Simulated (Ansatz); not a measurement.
Hf2S:

```
CELL_PARAMETERS angstrom
3.37427 0.00000 0.00000
-1.68714 2.92221 0.00000
0.00000 0.00000 11.71741
ATOMIC_POSITIONS crystal
Hf 0.33333 0.66667 0.10019
Hf 0.66667 0.33333 0.60019
Hf 0.33333 0.66667 0.39981
Hf 0.66667 0.33333 0.89981
S 0.00000 0.00000 0.25000
S 0.00000 0.00000 0.75000
```

The cell comes from a database or a generator and needn't be the stable form of this composition.

Base run:

```yaml
Program: Ansatz 0.2.0
Functional: PBEsol
Potentials_or_basis: Ansatz PAW
Cutoff: 420 eV
Density_cutoff: 1680 eV
k_mesh: 9 × 9 × 3
Occupations: fermi-dirac, width 0.05 eV
Spin: no spin polarisation
Hubbard_terms: Hf d U = 4 eV
```

Its results: band gap on the k mesh none (metal or under the smearing width); pressure 2.0 GPa; largest force 0.141 eV/Å.

Question: The run is repeated on the same cell with these changes: hubbard terms from Hf d U = 4 eV to Hf d U = 6 eV. What comes out?

Answer: Band gap on the k mesh none (metal or under the smearing width); pressure 4.8 GPa; largest force 0.090 eV/Å.

Caveats: U without spin polarisation on a metal has little footing; the PAW data sets come from PBE, with cores solved anew for the run's functional, which leaves a small shift of forces and pressure; the density of states is complete only up to the lowest level of the last band computed.

Not every run made on this cell is shown here.
